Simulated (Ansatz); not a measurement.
ZnS at a changed volume — field gradients at the nuclei

The cell is a COD entry, relaxed with PBE at fixed cell and then changed (volume scaled by 0.98, ions relaxed).

```
Zn S
1.0
     1.90215    1.09821   15.52178
    -1.90215    1.09821   15.52178
     0.00000   -2.19641   15.52178
Zn S
5 5
Direct
  0.00005 0.00005 0.00005
  0.73333 0.73333 0.73333
  0.46661 0.46661 0.46661
  0.86665 0.86665 0.86665
  0.60001 0.60001 0.60001
  0.05007 0.05007 0.05007
  0.78329 0.78329 0.78329
  0.51664 0.51664 0.51664
  0.91667 0.91667 0.91667
  0.65003 0.65003 0.65003
```

Atom numbers follow the list; atoms alike are taken as one site, whose name carries the number of the first.

Computed with Ansatz: DFT, PBE, plane waves and PAW, scalar-relativistic, 420 eV cutoff, Γ-centred 13×13×13 k-points, Fermi–Dirac smearing 0.02 eV.

Conventions: |V_zz| ≥ |V_yy| ≥ |V_xx|, η = (V_xx − V_yy)/V_zz, C_Q = eQV_zz/h. ν_Q = 3|C_Q|/[2I(2I − 1)].

⁶⁷Zn: I = 5/2, Q = 122.0 mb; ³³S: I = 3/2, Q = -69.40 mb. Nuclear quadrupole moments: year-2017 set (Pyykkö).

Task: Which values are expected at the nuclei?

Result: 

| site | atoms (order as listed) | first shell | C_Q (MHz) | η | ν_Q (MHz) |
| --- | --- | --- | --- | --- | --- |
| Zn1 | 1 | 4 S at 2.33 Å | -0.194 | 0.00 | 0.029 |
| Zn2 | 2 | 4 S at 2.33 Å | 0.181 | 0.00 | 0.027 |
| Zn3 | 3 | 4 S at 2.33 Å | -0.241 | 0.00 | 0.036 |
| Zn4 | 4 | 4 S at 2.33 Å | -0.114 | 0.00 | 0.017 |
| Zn5 | 5 | 4 S at 2.33 Å | -0.121 | 0.00 | 0.018 |
| S6 | 6 | 4 Zn at 2.33 Å | -0.143 | 0.00 | 0.071 |
| S7 | 7 | 4 Zn at 2.33 Å | 0.028 | 0.00 | 0.014 |
| S8 | 8 | 4 Zn at 2.33 Å | -0.244 | 0.00 | 0.122 |
| S9 | 9, 10 | 4 Zn at 2.33 Å | -0.265 | 0.00 | 0.132 |

An axis of threefold or higher order runs through Zn1, Zn2, Zn3, Zn4, Zn5 and S6 and others, so V_zz lies along it and η is zero.
